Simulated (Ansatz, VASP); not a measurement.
# BeS in VASP and in Ansatz

The input INCAR:

```
PREC     = Accurate       # precision mode
ENCUT    = 520            # plane-wave cutoff, eV
EDIFF    = 1E-7           # SCF threshold, eV
ISMEAR   = -1             # smearing method
SIGMA    = 0.05           # smearing width, eV
LREAL    = False          # projectors in reciprocal space
LASPH    = True           # aspherical terms in the spheres
NELM     = 100            # most SCF steps
ALGO     = Normal         # electronic algorithm
ISIF     = 2              # what is computed and relaxed
LWAVE    = False          # write WAVECAR
LCHARG   = True           # write CHGCAR
GGA      = PE             # functional
LELF     = True           # ELF
LVHAR    = True         
NBANDS   = 11             # bands
```

KPOINTS

```
regular mesh
0
Gamma
  9 9 9
```

File POSCAR:

```
BeS
1.0
    0.0000000000      2.4250000000      2.4250000000
    2.4250000000      0.0000000000      2.4250000000
    2.4250000000      2.4250000000      0.0000000000
S Be
1 1
Direct
    0.7546250000      0.7595160000      0.7327580000
   -0.0024890000     -0.0094740000      0.0016710000
```

input.yaml

```yaml
crystal:
  lattice:
    - [0.0, 2.425, 2.425]
    - [2.425, 0.0, 2.425]
    - [2.425, 2.425, 0.0]
  atoms:
    - { symbol: S, position: [0.754625, 0.759516, 0.732758] }
    - { symbol: Be, position: [-0.002489, -0.009474, 0.001671] }
hamiltonian:
  xc: pbe
  pseudopotentials: { kind: paw }
kpoints:
  mp_grid: { grid: [9, 9, 9] }
scf:
  occupations: { method: fermi_dirac, width: 0.05 }
output:
  forces: true
  stress: true
  eigenvalues: true
```

Change from the starting cell: atoms moved at random, drawn with an rms of 0.05 Å.

Alike in both runs: task single point; functional PBE; k mesh 9 × 9 × 9; occupations fermi-dirac, width 0.05 eV; no spin polarisation.

|  | VASP | Ansatz |
| --- | --- | --- |
| version | VASP 6.6.1 | Ansatz 0.2.0 |
| potentials or method | VASP PAW PBE potentials, release 64 (S, Be) | Ansatz PAW |
| plane-wave cutoff (eV) | 520 | 420 |
| valence electrons in the cell | 8 | 8 |

Ansatz gave:

- gap on the k mesh at the Fermi level (eV): 2.97
- least direct gap on the mesh (eV): 5.35
- pressure (GPa): 1.8
- largest component of the traceless stress (GPa): 1.60
- rms of the force components (eV/Å): 0.340

**Question.** Estimate VASP's values.

**Answer.** gap on the k mesh at the Fermi level (eV): 2.97; least direct gap on the mesh (eV): 5.37; pressure (GPa): 1.8; largest component of the traceless stress (GPa): 1.61; rms of the force components (eV/Å): 0.339.

Atom by atom the forces differ by 0.001 eV/Å (rms over components).

Caveats: an odd mesh through Γ misses points on the zone boundary, where band edges often lie (VASP); odd divisions of the mesh miss points on the zone boundary, where band edges often lie, so the gap on the mesh can be too wide (Ansatz).
